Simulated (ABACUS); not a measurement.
# GaAs (F-43m) in ABACUS: a series of runs

The runs below take GaAs through band structure, equation of state, with HCTH407.

All numbers are computed with ABACUS 3.10.1; they aren't measurements. Logs are shortened: lines on timing, memory, paths and dates and some standing lists are left out, and cuts for length are marked.

**Measured values to compare with.**

“Evidence of valence band perturbations in GaAsN/GaAs(001): A combined variable-angle spectroscopic ellipsometry and modulated photoreflectance investigation”, 2008, arxiv:0805.2212 reports, for a bulk crystal of GaAs at 300 K: band gap 1.412 ± 0.01 eV (direct).

The results are compared with them further down.

## Step 1: Starting point

It takes space group F-43m (No. 216, cubic). The conventional cell has a = 5.654 Å, b = 5.654 Å, c = 5.654 Å, α = 90.00°, β = 90.00°, γ = 90.00°. As (site symmetry -43m) is surrounded by 4 Ga at 2.45 Å. Ga (site symmetry -43m) is surrounded by 4 As at 2.45 Å.

## Step 2: Band structure, HCTH407

INPUT

```
INPUT_PARAMETERS
suffix              GaAs
calculation         nscf
basis_type          pw
pseudo_dir          ./
symmetry            -1
dft_functional      GGA_XC_HCTH_407
ecutwfc             84.0
pseudo_rcut         10
nspin               1
nbands              24
ks_solver           dav
smearing_method     fd
smearing_sigma      0.00367493
scf_thr             1e-08
scf_nmax            100
mixing_type         broyden
mixing_beta         0.7
init_chg            file
pw_diag_thr         1e-07
out_band            1
kpar                4
```

STRU

```
ATOMIC_SPECIES
As 74.9216 As.upf
Ga 69.7230 Ga.upf

LATTICE_CONSTANT
1.8897261246

LATTICE_VECTORS
0.0000000000 2.8268500000 2.8268500000
2.8268500000 0.0000000000 2.8268500000
2.8268500000 2.8268500000 0.0000000000

ATOMIC_POSITIONS
Direct

As
0.0
1
0.7500000000 0.7500000000 0.7500000000 1 1 1

Ga
0.0
1
0.0000000000 0.0000000000 0.0000000000 1 1 1
```

KPT

```
K_POINTS
12
Line
0.00000000 0.00000000 0.00000000 10 // G
0.50000000 0.00000000 0.50000000 10 // X
0.50000000 0.25000000 0.75000000 10 // W
0.37500000 0.37500000 0.75000000 10 // K
0.00000000 0.00000000 0.00000000 10 // G
0.50000000 0.50000000 0.50000000 10 // L
0.62500000 0.25000000 0.62500000 10 // U
0.50000000 0.25000000 0.75000000 10 // W
0.50000000 0.50000000 0.50000000 10 // L
0.37500000 0.37500000 0.75000000 1 // K
0.62500000 0.25000000 0.62500000 10 // U
0.50000000 0.00000000 0.50000000 1 // X
```

Potentials or basis: Ansatz NC PBE, plane waves.

On the command line:

```sh
OMP_NUM_THREADS=1 mpirun -np 4 abacus > log
```

running log:

```text
[... set-up lines left out ...]
 PW ALGORITHM --------------- ION=   1  ELEC=   1--------------------------------

 k(1/102) Iter steps (avg)=9 threshold=1e-07

 k(2/102) Iter steps (avg)=10 threshold=1e-07

 k(3/102) Iter steps (avg)=10 threshold=1e-07

 k(4/102) Iter steps (avg)=9 threshold=1e-07

 k(5/102) Iter steps (avg)=10 threshold=1e-07

 k(6/102) Iter steps (avg)=12 threshold=1e-07
 k(7/102) Iter steps (avg)=17 threshold=1e-07
 k(8/102) Iter steps (avg)=20 threshold=1e-07

 k(9/102) Iter steps (avg)=21 threshold=1e-07
 k(10/102) Iter steps (avg)=14 threshold=1e-07
 k(11/102) Iter steps (avg)=14 threshold=1e-07
 k(12/102) Iter steps (avg)=15 threshold=1e-07
 k(13/102) Iter steps (avg)=12 threshold=1e-07
 k(14/102) Iter steps (avg)=14 threshold=1e-07
 k(15/102) Iter steps (avg)=18 threshold=1e-07
 k(16/102) Iter steps (avg)=20 threshold=1e-07
 k(17/102) Iter steps (avg)=29 threshold=1e-07
 k(18/102) Iter steps (avg)=30 threshold=1e-07
 k(19/102) Iter steps (avg)=32 threshold=1e-07
 k(20/102) Iter steps (avg)=31 threshold=1e-07
 k(21/102) Iter steps (avg)=28 threshold=1e-07
 k(22/102) Iter steps (avg)=22 threshold=1e-07
 k(23/102) Iter steps (avg)=20 threshold=1e-07
 k(24/102) Iter steps (avg)=19 threshold=1e-07
 k(25/102) Iter steps (avg)=17 threshold=1e-07
 k(26/102) Iter steps (avg)=18 threshold=1e-07
[... levels at 26 k points of this process ...]

 Density error is 0.00000000000
                          Error Threshold = 1.00000000000e-07
----------------------------------------------------------
     Energy           Rydberg                 eV
----------------------------------------------------------
 E_KohnSham     -368.6698028992      -5016.0099999661
 E_KS(sigma->0) -368.6698019642      -5016.0099872448
 E_Harris       -368.6698028992      -5016.0099999661
 E_band         -23.0664918700       -313.8357223023
 E_one_elec     -193.1248185207      -2627.5979570980
 E_Hartree      116.1154620345       1579.8319095713
 E_xc           -93.3076107622       -1269.5151731323
 E_Ewald        -198.3528337807      -2698.7287538646
 E_entropy(-TS) -0.0000018700        -0.0000254425
 E_descf        0.0000000000         0.0000000000
 E_exx          0.0000000000         0.0000000000
 E_Fermi        0.6764401274         9.2034400887
----------------------------------------------------------

 charge density convergence is achieved
 final etot is -5016.0100000 eV
 EFERMI = 9.2034400887 eV

 STATE ENERGY(eV) AND OCCUPATIONS    NSPIN == 1
 1/26 kpoint (Cartesian) = 0.0000 0.0000 0.0000 (3839 pws)
       1       -27.4891      0.0196078
       2       -27.4891      0.0196078
       3       -27.4891      0.0196078
       4       -27.4845      0.0196078
       5       -27.4845      0.0196078
       6       -6.76495      0.0196078
[... 16 lines left out ...]
      23        20.7828        0.00000
      24        20.7828        0.00000

 2/26 kpoint (Cartesian) = 0.0000 0.017688 0.0000 (3923 pws)
       1       -27.4891      0.0196078
       2       -27.4891      0.0196078
       3       -27.4891      0.0196078
       4       -27.4845      0.0196078
       5       -27.4845      0.0196078
       6       -6.76748      0.0196078
[... 16 lines left out ...]
      23        20.8667        0.00000
      24        21.1938        0.00000

 3/26 kpoint (Cartesian) = 0.0000 0.035375 0.0000 (3931 pws)
       1       -27.4892      0.0196078
       2       -27.4889      0.0196078
       3       -27.4889      0.0196078
       4       -27.4845      0.0196078
       5       -27.4844      0.0196078
       6       -6.77463      0.0196078
[... 16 lines left out ...]
      23        21.1191        0.00000
      24        21.8171        0.00000

 4/26 kpoint (Cartesian) = 0.0000 0.053063 0.0000 (3939 pws)
       1       -27.4892      0.0196078
       2       -27.4888      0.0196078
       3       -27.4888      0.0196078
       4       -27.4846      0.0196078
       5       -27.4843      0.0196078
       6       -6.78521      0.0196078
[... 16 lines left out ...]
      23        21.5406        0.00000
      24        22.3867        0.00000

 5/26 kpoint (Cartesian) = 0.0000 0.070750 0.0000 (3951 pws)
       1       -27.4893      0.0196078
       2       -27.4886      0.0196078
       3       -27.4886      0.0196078
       4       -27.4846      0.0196078
       5       -27.4842      0.0196078
       6       -6.79777      0.0196078
[... 16 lines left out ...]
      23        22.1317        0.00000
      24        22.9749        0.00000

 6/26 kpoint (Cartesian) = 0.0000 0.088438 0.0000 (3976 pws)
       1       -27.4894      0.0196078
       2       -27.4883      0.0196078
       3       -27.4883      0.0196078
       4       -27.4847      0.0196078
       5       -27.4841      0.0196078
       6       -6.81086      0.0196078
[... 16 lines left out ...]
      23        22.8896        0.00000
      24        23.6529        0.00000

[... levels at 20 further k points ...]

 --------------------------------------------
 !FINAL_ETOT_IS -5016.009999966102 eV
 --------------------------------------------

 Output bands in file: OUT.GaAs/BANDS_1.dat
```

Run time: 14 s. Hardware: 4 MPI ranks of Intel Xeon Platinum 8488C (Sapphire Rapids), shared host; peak memory 0.48 GiB.

Results:

```
Band gap along the path : 0.79 eV, direct
```

Levels at the corners of the path, in eV from the Fermi level:
| point | band 10 | band 11 | band 12 | band 13 | band 14 | band 15 | band 16 | band 17 | band 18 | band 19 |
| --- | --- | --- | --- | --- | --- | --- | --- | --- | --- | --- |
| Γ | -15.90 | -13.04 | -0.42 | -0.42 | -0.42 | 0.37 | 3.45 | 3.45 | 3.45 | 7.92 |
| X | -15.89 | -10.62 | -7.10 | -3.02 | -3.02 | 1.43 | 1.54 | 9.90 | 9.90 | 10.98 |
| W | -15.90 | -10.57 | -6.93 | -3.81 | -3.61 | 4.34 | 4.62 | 5.21 | 5.95 | 10.90 |
| K | -15.89 | -10.66 | -6.92 | -4.12 | -2.61 | 1.86 | 4.46 | 7.77 | 7.79 | 8.56 |
| Γ | -15.90 | -13.04 | -0.42 | -0.42 | -0.42 | 0.37 | 3.45 | 3.45 | 3.45 | 7.92 |
| L | -15.89 | -11.35 | -6.89 | -1.54 | -1.54 | 0.85 | 4.39 | 4.39 | 7.96 | 10.48 |
| U | -15.89 | -10.66 | -6.92 | -4.12 | -2.61 | 1.86 | 4.46 | 7.77 | 7.79 | 8.56 |
| W | -15.90 | -10.57 | -6.93 | -3.81 | -3.61 | 4.34 | 4.62 | 5.21 | 5.95 | 10.90 |
| L | -15.89 | -11.35 | -6.89 | -1.54 | -1.54 | 0.85 | 4.39 | 4.39 | 7.96 | 10.48 |
| K | -15.89 | -10.66 | -6.92 | -4.12 | -2.61 | 1.86 | 4.46 | 7.77 | 7.79 | 8.56 |
| U | -15.89 | -10.66 | -6.92 | -4.12 | -2.61 | 1.86 | 4.46 | 7.77 | 7.79 | 8.56 |
| X | -15.89 | -10.62 | -7.10 | -3.02 | -3.02 | 1.43 | 1.54 | 9.90 | 9.90 | 10.98 |

Caveat: the density is read from an earlier self-consistent run, whose mesh may be coarse; the potentials were made for another functional, which shifts forces and pressure.

## Step 3: Equation of state, HCTH407, 21.23 Å³/atom (volume scaled by 0.94)

INPUT

```
INPUT_PARAMETERS
suffix              GaAs
calculation         scf
basis_type          pw
pseudo_dir          ./
symmetry            1
dft_functional      GGA_XC_HCTH_407
ecutwfc             84
pseudo_rcut         10
nspin               1
nbands              18
ks_solver           dav
smearing_method     fd
smearing_sigma      0.00367493
scf_thr             1e-08
scf_nmax            100
mixing_type         broyden
mixing_beta         0.7
cal_force           1
cal_stress          1
kpar                4
```

Changes to STRU since step 2:

```diff
@@ -8,5 +8,5 @@
 LATTICE_VECTORS
-0.0000000000 2.8268500000 2.8268500000
-2.8268500000 0.0000000000 2.8268500000
-2.8268500000 2.8268500000 0.0000000000
+0.0000000000 2.7691429914 2.7691429914
+2.7691429914 0.0000000000 2.7691429914
+2.7691429914 2.7691429914 0.0000000000
```

KPT

```
K_POINTS
0
Gamma
6 6 6 0 0 0
```

Potentials or basis: Ansatz NC PBE, plane waves.

On the command line:

```sh
OMP_NUM_THREADS=1 mpirun -np 4 abacus > log
```

It took 5.3 s on 4 MPI ranks of Intel Xeon Platinum 8488C (Sapphire Rapids), shared host; peak memory 0.36 GiB.

Results (log left out):

```
Free energy            : -5015.6589 eV
Pressure               : 11.3 GPa
Band gap on the k mesh : 1.28 eV, direct
```

Caveat: the potentials were made for another functional, which shifts forces and pressure.

## Step 4: Equation of state, HCTH407, 22.14 Å³/atom (volume scaled by 0.98)

INPUT is that of step 3.

Changes to STRU since step 3:

```diff
@@ -8,5 +8,5 @@
 LATTICE_VECTORS
-0.0000000000 2.7691429914 2.7691429914
-2.7691429914 0.0000000000 2.7691429914
-2.7691429914 2.7691429914 0.0000000000
+0.0000000000 2.8078772807 2.8078772807
+2.8078772807 0.0000000000 2.8078772807
+2.8078772807 2.8078772807 0.0000000000
```

KPT is that of step 3.

On the command line:

```sh
OMP_NUM_THREADS=1 mpirun -np 4 abacus > log
```

Run time: 5.3 s. Hardware: 4 MPI ranks of Intel Xeon Platinum 8488C (Sapphire Rapids), shared host; peak memory 0.36 GiB.

It converged, with:

* Free energy: -5015.7638 eV
* Pressure: 7.4 GPa
* Band gap on the k mesh: 0.95 eV, direct

Caveat: the potentials were made for another functional, which shifts forces and pressure.

## Step 5: Equation of state, HCTH407, 23.04 Å³/atom (volume scaled by 1.02)

INPUT is that of step 4.

Changes to STRU since step 4:

```diff
@@ -8,5 +8,5 @@
 LATTICE_VECTORS
-0.0000000000 2.8078772807 2.8078772807
-2.8078772807 0.0000000000 2.8078772807
-2.8078772807 2.8078772807 0.0000000000
+0.0000000000 2.8455714065 2.8455714065
+2.8455714065 0.0000000000 2.8455714065
+2.8455714065 2.8455714065 0.0000000000
```

KPT is that of step 4.

On the command line:

```sh
OMP_NUM_THREADS=1 mpirun -np 4 abacus > log
```

Wall time 5.3 s (4 MPI ranks of Intel Xeon Platinum 8488C (Sapphire Rapids), shared host); peak memory 0.4 GiB.

The run converged. Its results:

```
Free energy            : -5015.8293 eV
Pressure               : 4.3 GPa
Band gap on the k mesh : 0.64 eV, direct
```

Caveat: the potentials were made for another functional, which shifts forces and pressure.

## Step 6: Equation of state, HCTH407, 23.94 Å³/atom (volume scaled by 1.06)

INPUT is that of step 5.

Changes to STRU since step 5:

```diff
@@ -8,5 +8,5 @@
 LATTICE_VECTORS
-0.0000000000 2.8455714065 2.8455714065
-2.8455714065 0.0000000000 2.8455714065
-2.8455714065 2.8455714065 0.0000000000
+0.0000000000 2.8822925071 2.8822925071
+2.8822925071 0.0000000000 2.8822925071
+2.8822925071 2.8822925071 0.0000000000
```

KPT is that of step 5.

Potentials or basis: Ansatz NC PBE, plane waves.

On the command line:

```sh
OMP_NUM_THREADS=1 mpirun -np 4 abacus > log
```

It took 5.5 s on 4 MPI ranks of Intel Xeon Platinum 8488C (Sapphire Rapids), shared host; peak memory 0.36 GiB.

Results (log left out):

| Item | Value |
| --- | --- |
| Free energy | -5015.8628 eV |
| Pressure | 1.7 GPa |
| Band gap on the k mesh | 0.35 eV, direct |

Caveat: the potentials were made for another functional, which shifts forces and pressure.

## Step 7: Equation of state, HCTH407

Potentials or basis: Ansatz NC PBE, plane waves.

No new run: the results of the series are fitted here.

What came out:

| Property | Result |
| --- | --- |
| Equilibrium volume | 24.70 Å³/atom (rough: see the caveat) |
| Bulk modulus | 53 GPa (rough) |

Energy against volume, from the lowest point:
| volume (Å³/atom) | energy (meV/atom) |
| --- | --- |
| 21.234 | 101.95 |
| 22.138 | 49.49 |
| 23.041 | 16.76 |
| 23.945 | 0.00 |

Caveat: the minimum lies outside the volumes run; the potentials were made for another functional, which shifts forces and pressure.

## Step 8: How close it comes

Step 2. Measured gap of GaAs: 1.412 eV (direct; 300 K; “Evidence of valence band perturbations in GaAsN/GaAs(001): A combined variable-angle spectroscopic ellipsometry and modulated photoreflectance investigation”, 2008, arxiv:0805.2212). This calculation gives 0.79 eV (-0.62 eV). 3 values of this kind are on record (1.412 to 1.51 eV); this one was drawn at random among those near their median, those with a stated uncertainty first. Spin-orbit coupling on As, Ga is left out. The value is that of HCTH407, without temperature or zero-point motion.
